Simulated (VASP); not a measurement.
VASP 6.6.1 run: HgSe

INCAR

```
GGA = PE
EDIFF = 1E-7
SIGMA = 0.02
NSW = 0
LWAVE = .FALSE.
LCHARG = .FALSE.
LASPH = .TRUE.
PREC = Accurate
ENCUT = 520
IBRION = -1
NBANDS = 13
LREAL = .FALSE.
ISMEAR = -1
NELM = 120
ISIF = 2
```

KPOINTS

```
KPOINTS created by Atomic Simulation Environment
0
Gamma
8 8 8
0 0 0
```

POSCAR

```
Hg Se
 1.0000000000000000
     0.0000000000000000    3.1545183991000001    3.1545183991000001
     3.1545183991000001    0.0000000000000000    3.1545183991000001
     3.1545183991000001    3.1545183991000001    0.0000000000000000
 Hg  Se
   1   1
Cartesian
  0.0000000000000000  0.0000000000000000  0.0000000000000000
  1.5772591995500000  1.5772591995500000  1.5772591995500000
```

The recommended PBE PAW datasets give the neutral cell 18 valence electrons.

Command

```
mpirun -np 1 vasp_std
```

OSZICAR

```
N       E                     dE             d eps       ncg     rms          rms(c)
DAV:   1     0.109890512544E+03    0.10989E+03   -0.84737E+03   762   0.121E+03
DAV:   2     0.584023948257E+00   -0.10931E+03   -0.10404E+03   844   0.275E+02
DAV:   3    -0.436293529426E+01   -0.49470E+01   -0.49237E+01   894   0.598E+01
DAV:   4    -0.439093493522E+01   -0.28000E-01   -0.27997E-01   804   0.467E+00
DAV:   5    -0.439110047056E+01   -0.16554E-03   -0.16553E-03   899   0.340E-01    0.615E+00
DAV:   6    -0.409403547121E+01    0.29706E+00   -0.63180E-01  1074   0.117E+01    0.503E+00
DAV:   7    -0.408647045180E+01    0.75650E-02   -0.11545E-01   809   0.276E+00    0.243E+00
DAV:   8    -0.408577458497E+01    0.69587E-03   -0.12863E-02   794   0.160E+00    0.179E-01
DAV:   9    -0.408562642669E+01    0.14816E-03   -0.20881E-03   859   0.691E-01    0.644E-02
DAV:  10    -0.408562716613E+01   -0.73944E-06   -0.20512E-04   799   0.203E-01    0.336E-02
DAV:  11    -0.408564598079E+01   -0.18815E-04   -0.65060E-05   784   0.936E-02    0.135E-02
DAV:  12    -0.408564234852E+01    0.36323E-05   -0.14945E-05   812   0.555E-02    0.563E-03
DAV:  13    -0.408564257885E+01   -0.23034E-06   -0.17196E-06   799   0.943E-03    0.107E-03
DAV:  14    -0.408564256921E+01    0.96445E-08   -0.12460E-07   723   0.263E-03
   1 F= -.40856426E+01 E0= -.40855637E+01  d E =-.157689E-03
```

From OUTCAR

```
k-points           NKPTS =     29   k-points in BZ     NKDIM =     29   number of bands    NBANDS=     13

   NELECT =      18.0000    total number of electrons

   dimension x,y,z NGX =    36 NGY =   36 NGZ =   36
   dimension x,y,z NGXF=    72 NGYF=   72 NGZF=   72

  energy-cutoff  :      520.00
  volume of cell :       62.78
      direct lattice vectors                 reciprocal lattice vectors
     0.000000000  3.154518399  3.154518399    -0.158502800  0.158502800  0.158502800
     3.154518399  0.000000000  3.154518399     0.158502800 -0.158502800  0.158502800
     3.154518399  3.154518399  0.000000000     0.158502800  0.158502800 -0.158502800

 k-points in reciprocal lattice and weights: KPOINTS created by Atomic Simulation Env
   0.00000000  0.00000000  0.00000000       0.002
   0.12500000  0.00000000  0.00000000       0.016
   0.25000000  0.00000000  0.00000000       0.016
   0.37500000  0.00000000  0.00000000       0.016
   0.50000000  0.00000000  0.00000000       0.008
   0.12500000  0.12500000  0.00000000       0.012
   0.25000000  0.12500000  0.00000000       0.047
   0.37500000  0.12500000  0.00000000       0.047
   ...

 E-fermi :   0.7682

 k-point     1 :       0.0000    0.0000    0.0000
  band No.  band energies     occupation
      1     -11.9941      2.00000
      2      -5.8174      2.00000
      3      -5.8174      2.00000
      4      -5.8174      2.00000
      5      -5.2484      2.00000
      6      -5.2484      2.00000
      7      -0.3181      2.00000
      8       0.7539      1.34313
      9       0.7539      1.34313
     10       0.7539      1.34313
     11       6.3628      0.00000
     12       6.3628      0.00000
     13       6.3628      0.00000

 k-point     2 :       0.1250    0.0000    0.0000
  band No.  band energies     occupation
      1     -11.9430      2.00000
      2      -5.7934      2.00000
      3      -5.7934      2.00000
      4      -5.7852      2.00000
      5      -5.2499      2.00000
      6      -5.2499      2.00000
      7      -1.0744      2.00000
      8       0.6278      1.99821
      9       0.6278      1.99821
     10       1.2916      0.00000
     11       6.0077      0.00000
     12       6.5480      0.00000
     13       6.5480      0.00000

 k-point     3 :       0.2500    0.0000    0.0000
  band No.  band energies     occupation
      1     -11.8166      2.00000
      2      -5.7403      2.00000
      3      -5.7403      2.00000
      4      -5.6479      2.00000
      5      -5.2455      2.00000
      6      -5.2455      2.00000
      7      -2.2666      2.00000
      8       0.3437      2.00000
      9       0.3437      2.00000
     10       1.7568      0.00000
     11       6.0977      0.00000
     12       6.8847      0.00000
     13       6.8847      0.00000

 k-point     4 :       0.3750    0.0000    0.0000
  band No.  band energies     occupation
      1     -11.6856      2.00000
      2      -5.6967      2.00000
      3      -5.6967      2.00000
      4      -5.3310      2.00000
      5      -5.2265      2.00000
      6      -5.2265      2.00000
      7      -3.4026      2.00000
      8       0.0798      2.00000
      9       0.0798      2.00000
     10       1.8513      0.00000
     11       6.9333      0.00000
     12       7.0328      0.00000
     13       7.0328      0.00000

 ...

  Total       -0.2992397     -0.2992397     -0.2992397      0.0000000      0.0000000      0.0000000
  in kB       -7.6366096     -7.6366096     -7.6366096      0.0000000      0.0000000      0.0000000
  external PRESSURE =      -7.6366096 kB  Pullay stress =       0.0000000 kB

 POSITION                                       TOTAL-FORCE (eV/Angst)
 -----------------------------------------------------------------------------------
      0.00000      0.00000      0.00000        -0.000000     -0.000000     -0.000000
      1.57726      1.57726      1.57726         0.000000      0.000000      0.000000
 -----------------------------------------------------------------------------------
    total drift:                                0.000000      0.000000      0.000000

  FREE ENERGIE OF THE ION-ELECTRON SYSTEM (eV)
  ---------------------------------------------------
  free  energy   TOTEN  =        -4.0856425692 eV

  energy  without entropy=       -4.0854848804  energy(sigma->0) =       -4.08556372
```

It converged. Results: gap between bands v and c on the k mesh 0.00 eV; least direct gap on the k mesh 0.00 eV; pressure -0.8 GPa. Band v is the last that the valence electrons fill when counted band by band, and c is the next.

For comparison, a separate PBE run of the intended cell, on usual settings and not on those above, gives a gap of 0.00 eV on its mesh and a pressure of -0.8 GPa.

The run above took about 23 s on one core of a shared host (Intel Xeon Platinum 8488C) and held 0.19 GiB at most.
